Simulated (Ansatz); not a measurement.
# Al: the cost of one run

Method: DFT PBE, scalar-relativistic, plane waves, PAW, in Ansatz 0.2.0.

## (1) The structure to begin with

Symmetry: P6_3/mmc, No. 194, hexagonal system. The conventional cell has a = 3.242 Å, b = 3.242 Å, c = 9.497 Å, α = 90.00°, β = 90.00°, γ = 120.00°. Around Al (site symmetry -3m) lie 12 Al at 3.02 to 3.24 Å. Al (site symmetry -6m2) is surrounded by 12 Al at 3.02 to 3.24 Å.

As a file:

```
Al
1.0
     3.24223    0.00000    0.00000
    -1.62112    2.80786    0.00000
     0.00000    0.00000    9.49701
Al
4
Direct
  0.00000 0.00000 0.00000
  0.33333 0.66667 0.25000
  0.00000 0.00000 0.50000
  0.66667 0.33333 0.75000
```

It was made, by the change told below, from a structure of the Materials Project.

## (2) Substitution of an element, cell strained: Tl → Al, first probe

The structure above already holds this change against its source: Al takes all sites of Tl, and lengths are scaled by 0.901 as a first guess of the size; strain xx, yy, zz, yz, xz, xy = +2.6, +2.6, -6.4, +0.0, +0.0, +0.0 %.

input.yaml

```yaml
crystal:
  lattice:
    - [3.242232195, 0.0, 0.0]
    - [-1.6211160975, 2.8078554457, 0.0]
    - [0.0, 0.0, 9.4970116098]
  atoms:
    - { symbol: Al, position: [0.0, 0.0, 0.0] }
    - { symbol: Al, position: [0.33333333, 0.66666667, 0.25] }
    - { symbol: Al, position: [0.0, 0.0, 0.5] }
    - { symbol: Al, position: [0.66666667, 0.33333333, 0.75] }
basis:
  ecutwfc: 420
kpoints:
  mp_grid: { grid: [6, 6, 2] }
hamiltonian:
  xc: pbe
scf:
  occupations: { method: gaussian, width: 0.1 }
output:
  forces: true
  stress: true
  eigenvalues: true
```

The run is started by

```console
$ ansatz run input.yaml --threads 1 --pin off --max-ram 1331MiB --backend cpu --events-out ev --progress --plain --runs-dir out
```

**Question.** How long does this run take on 1 thread of an Arm CPU, shared host, and how much memory does it need?

About 1.4 s, with a peak of 0.29 GiB.
